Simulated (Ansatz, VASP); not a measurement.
# HfO2: VASP beside Ansatz

The input INCAR:

```
PREC     = Accurate       # precision mode
ENCUT    = 520            # plane-wave cutoff, eV
EDIFF    = 1E-6           # SCF threshold, eV
ISMEAR   = 0              # smearing method
SIGMA    = 0.05           # smearing width, eV
LREAL    = False          # projectors in reciprocal space
LASPH    = True           # aspherical terms in the spheres
NELM     = 80             # most SCF steps
ALGO     = Normal         # electronic algorithm
ISIF     = 2              # what is computed and relaxed
LWAVE    = False          # write WAVECAR
LCHARG   = False          # write CHGCAR
GGA      = PS             # functional
NBANDS   = 18             # bands
```

KPOINTS

```
regular mesh
0
Gamma
  8 8 8
```

POSCAR

```
HfO2
1.0
   -0.1309138544      2.4127491196      2.4127491196
    2.4127491196     -0.1309138544      2.4127491196
    2.4127491196      2.4127491196     -0.1309138544
Hf O
1 2
Direct
    0.0000000000      0.0000000000      0.0000000000
    0.2500000000      0.2500000000      0.2500000000
    0.7500000000      0.7500000000      0.7500000000
```

Input for Ansatz:

```yaml
crystal:
  lattice:
    - [-0.1309138544, 2.4127491196, 2.4127491196]
    - [2.4127491196, -0.1309138544, 2.4127491196]
    - [2.4127491196, 2.4127491196, -0.1309138544]
  atoms:
    - { symbol: Hf, position: [0.0, 0.0, 0.0] }
    - { symbol: O, position: [0.25, 0.25, 0.25] }
    - { symbol: O, position: [0.75, 0.75, 0.75] }
basis:
  ecutwfc: 520.0
kpoints:
  mp_grid: { grid: [8, 8, 8] }
hamiltonian:
  xc: pbesol
  pseudopotentials: { kind: paw, azcp: { folder: soft_1 } }
scf:
  occupations: { method: gaussian, width: 0.05 }
output:
  forces: true
  stress: true
  eigenvalues: true
```

Alike in both runs: task single point; functional PBEsol; k mesh 8 × 8 × 8; occupations gaussian, width 0.05 eV; no spin polarisation.

```csv
,VASP,Ansatz
version,VASP 6.6.1,Ansatz 0.2.0
potentials or method,"VASP PAW PBE potentials, release 64 (Hf_pv, O)","scalar-relativistic, plane waves, PAW"
plane-wave cutoff (eV),520,520
valence electrons in the cell,22,38
```

```tsv
	VASP	Ansatz	Ansatz less VASP
gap on the k mesh at the Fermi level (eV)	3.92	3.88	-0.042
least direct gap on the mesh (eV)	3.92	3.88	-0.042
pressure (GPa)	14.7	18.9	+4.19
largest component of the traceless stress (GPa)	9.06	9.21	+0.147
rms of the force components (eV/Å)	0.611	0.632	+0.0217
```

Atom by atom the forces differ by 0.022 eV/Å (rms over components). One of these differences is far larger than is usual between the two programs; its cause wasn't traced. With one functional, cell and mesh, what is left measures potentials, basis and numerics. The two sets of potentials don't hold the same shells in valence. Ansatz warned: «pseudo_functional_mismatch».

Caveats: the PAW data sets were made with another functional, which shifts forces and pressure a little (VASP); spin-orbit coupling is left out, which moves the levels of the heavy elements. A k mesh can miss the band edges.
